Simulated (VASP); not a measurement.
A VASP 6.6.1 single-point calculation on AgCl

INCAR

```
ENCUT = 520
PREC = Accurate
EDIFF = 1E-8
ISMEAR = -5
LASPH = .TRUE.
LREAL = .FALSE.
NBANDS = 16
GGA = PE
NSW = 0
LWAVE = .FALSE.
IBRION = -1
SIGMA = 0.2
ALGO = Normal
LCHARG = .FALSE.
ISIF = 2
NELM = 56
```

KPOINTS

```
KPOINTS created by Atomic Simulation Environment
0
Gamma
8 8 8
0 0 0
```

POSCAR

```
Ag Cl
 1.0000000000000000
     0.0000000000000000    3.1204591353000000    2.9932461729000002
     3.1204591353000000    0.0000000000000000    2.9932461729000002
     3.1204591353000000    3.1204591353000000    0.0000000000000000
 Ag  Cl
   1   1
Cartesian
  0.0000000000000000  0.0000000000000000  0.0000000000000000
  1.5602295676499998  1.5602295676499998  1.4966230864500003
```

The recommended PBE PAW datasets give the neutral cell 18 valence electrons.

Command

```
mpirun -np 1 vasp_std
```

OSZICAR

```
N       E                     dE             d eps       ncg     rms          rms(c)
DAV:   1     0.999825064455E+02    0.99983E+02   -0.82130E+03  1920   0.968E+02
DAV:   2    -0.110861984216E+01   -0.10109E+03   -0.93964E+02  2296   0.210E+02
DAV:   3    -0.560712632513E+01   -0.44985E+01   -0.44866E+01  2408   0.466E+01
DAV:   4    -0.564686325150E+01   -0.39737E-01   -0.39732E-01  2528   0.470E+00
DAV:   5    -0.564755787095E+01   -0.69462E-03   -0.69461E-03  2344   0.621E-01    0.462E+00
DAV:   6    -0.544368512146E+01    0.20387E+00   -0.29670E-01  2536   0.658E+00    0.323E+00
DAV:   7    -0.543985154078E+01    0.38336E-02   -0.10375E-01  2176   0.212E+00    0.179E+00
DAV:   8    -0.543986993722E+01   -0.18396E-04   -0.67513E-03  2296   0.832E-01    0.225E-01
DAV:   9    -0.544004890391E+01   -0.17897E-03   -0.76949E-04  2448   0.388E-01    0.554E-02
DAV:  10    -0.544028546149E+01   -0.23656E-03   -0.32182E-04  2208   0.121E-01    0.440E-02
DAV:  11    -0.544030142236E+01   -0.15961E-04   -0.11345E-05  2560   0.247E-02    0.819E-03
DAV:  12    -0.544030359501E+01   -0.21726E-05   -0.19842E-06  2264   0.105E-02    0.447E-03
DAV:  13    -0.544030397893E+01   -0.38392E-06   -0.60179E-07  2448   0.685E-03    0.951E-04
DAV:  14    -0.544030402868E+01   -0.49751E-07   -0.22988E-08  2264   0.175E-03    0.628E-04
DAV:  15    -0.544030403641E+01   -0.77212E-08   -0.95409E-09  2088   0.693E-04
   1 F= -.54403040E+01 E0= -.54403040E+01  d E =0.000000E+00
```

Standard output (part)

```
POSCAR found type information on POSCAR AgCl
 POSCAR found :  2 types and       2 ions
 LDA part: xc-table for (Slater+PW92), standard interpolation
 POSCAR, INCAR and KPOINTS ok, starting setup
 WAVECAR not read
 entering main loop
```

From OUTCAR

```
k-points           NKPTS =     59   k-points in BZ     NKDIM =     59   number of bands    NBANDS=     16

   NELECT =      18.0000    total number of electrons

   dimension x,y,z NGX =    32 NGY =   32 NGZ =   36
   dimension x,y,z NGXF=    64 NGYF=   64 NGZF=   72

  energy-cutoff  :      520.00
  volume of cell :       58.29
      direct lattice vectors                 reciprocal lattice vectors
     0.000000000  3.120459135  2.993246173    -0.160232831  0.160232831  0.167042726
     3.120459135  0.000000000  2.993246173     0.160232831 -0.160232831  0.167042726
     3.120459135  3.120459135  0.000000000     0.160232831  0.160232831 -0.167042726

 k-points in reciprocal lattice and weights: KPOINTS created by Atomic Simulation Env
   0.00000000  0.00000000  0.00000000       0.002
   0.12500000  0.00000000  0.00000000       0.016
   0.25000000  0.00000000  0.00000000       0.016
   0.37500000  0.00000000  0.00000000       0.016
   0.50000000  0.00000000  0.00000000       0.008
   0.12500000  0.12500000  0.00000000       0.004
   0.25000000  0.12500000  0.00000000       0.016
   0.37500000  0.12500000  0.00000000       0.016
   ...

 E-fermi :   1.0180

 k-point     1 :       0.0000    0.0000    0.0000
  band No.  band energies     occupation
      1     -13.4632      2.00000
      2      -2.6695      2.00000
      3      -2.6695      2.00000
      4      -2.6353      2.00000
      5      -0.9492      2.00000
      6      -0.9159      2.00000
      7       0.9236      2.00000
      8       0.9236      2.00000
      9       0.9710      2.00000
     10       2.2915      0.00000
     11       9.0922      0.00000
     12       9.0922      0.00000
     13       9.1233      0.00000
     14      13.2856      0.00000
     15      13.3657      0.00000
     16      13.7053      0.00000

 k-point     2 :       0.1250    0.0000    0.0000
  band No.  band energies     occupation
      1     -13.4428      2.00000
      2      -2.6967      2.00000
      3      -2.6462      2.00000
      4      -2.6127      2.00000
      5      -0.9501      2.00000
      6      -0.9212      2.00000
      7       0.5813      2.00000
      8       0.8615      2.00000
      9       0.8937      2.00000
     10       2.7592      0.00000
     11       8.6198      0.00000
     12       9.1988      0.00000
     13       9.2565      0.00000
     14      12.8155      0.00000
     15      13.0787      0.00000
     16      13.8999      0.00000

 k-point     3 :       0.2500    0.0000    0.0000
  band No.  band energies     occupation
      1     -13.3931      2.00000
      2      -2.7418      2.00000
      3      -2.5918      2.00000
      4      -2.5441      2.00000
      5      -0.9380      2.00000
      6      -0.9228      2.00000
      7      -0.0334      2.00000
      8       0.7022      2.00000
      9       0.7287      2.00000
     10       3.6346      0.00000
     11       7.9025      0.00000
     12       9.3450      0.00000
     13       9.5160      0.00000
     14      12.6440      0.00000
     15      12.7208      0.00000
     16      13.2938      0.00000

 ...

  Total       -0.5275008     -0.5275008     -0.4452256      0.0000000      0.0000000     -0.0000000
  in kB      -14.4985415    -14.4985415    -12.2371783      0.0000000      0.0000000     -0.0000000
  external PRESSURE =     -13.7447537 kB  Pullay stress =       0.0000000 kB

 POSITION                                       TOTAL-FORCE (eV/Angst)
 -----------------------------------------------------------------------------------
      0.00000      0.00000      0.00000        -0.000000     -0.000000      0.000000
      1.56023      1.56023      1.49662         0.000000      0.000000     -0.000000
 -----------------------------------------------------------------------------------
    total drift:                               -0.000001     -0.000001      0.000002

  FREE ENERGIE OF THE ION-ELECTRON SYSTEM (eV)
  ---------------------------------------------------
  free  energy   TOTEN  =        -5.4403040364 eV

  energy  without entropy=       -5.4403040364  energy(sigma->0) =       -5.44030404
```

It converged. Results: gap between bands v and c on the k mesh 1.32 eV; least direct gap on the k mesh 1.32 eV; pressure -1.4 GPa. Band v is the last that the valence electrons fill when counted band by band, and c is the next.

For comparison, a separate PBE run of the intended cell, on usual settings and not on those above, gives a gap of 1.32 eV on its mesh and a pressure of -1.4 GPa.

The run above took about 52 s on one core of a shared host (Intel Xeon Platinum 8488C) and held 0.2 GiB at most.
